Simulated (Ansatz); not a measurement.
# What a trial cell of Sc relaxes into

Method: DFT PBE, scalar-relativistic, plane waves, PAW in Ansatz. Cutoff 420 eV, Γ-centred k mesh, Gaussian smearing, no spin polarisation in the final step.

The start is a random cell of Sc with space group Cmce (No. 64), drawn with lower limits on the distances.

```
CELL_PARAMETERS angstrom
2.52172 -2.90031 0.00000
2.52172 2.90031 0.00000
0.00000 0.00000 7.92441
ATOMIC_POSITIONS crystal
Sc 0.15325 0.84675 0.76245
Sc 0.65325 0.34675 0.73755
Sc 0.34675 0.65325 0.26245
Sc 0.84675 0.15325 0.23755
```

Cell and atoms relax at zero pressure; the relaxation can't lower the symmetry of the start. After a coarse first stage the cell is made exact in the group found at 0.06 Å.

Energies count from the standard state of Sc at the same level.

**Question.** Which crystal results?

**Answer.** It ends in Im-3m (No. 229). The result has the bcc structure. Conventional cell: a = 3.677 Å. Sc is coordinated by 8 Sc at 3.18 Å and 6 Sc at 3.68 Å.

```
Sc
1.0
    -1.83852    1.83852    1.83852
     1.83852   -1.83852    1.83852
     1.83852    1.83852   -1.83852
Sc
1
Direct
  0.00000 0.00000 0.00000
```

**Question.** What are its volume, energy, density and gap?

**Answer.** The volume per atom is 24.86 Å³. The density is 3.00 g/cm³ and the energy over the standard structure is 0.11 eV/atom. The gap on the 22×22×22 mesh is 0 eV (a metal).

The final run used a 22×22×22 mesh on its 1-atom cell and 0.10 eV smearing. For metals, differences of a few meV/atom aren't resolved. Symmetry constrained the relaxation, so the result can be a saddle point.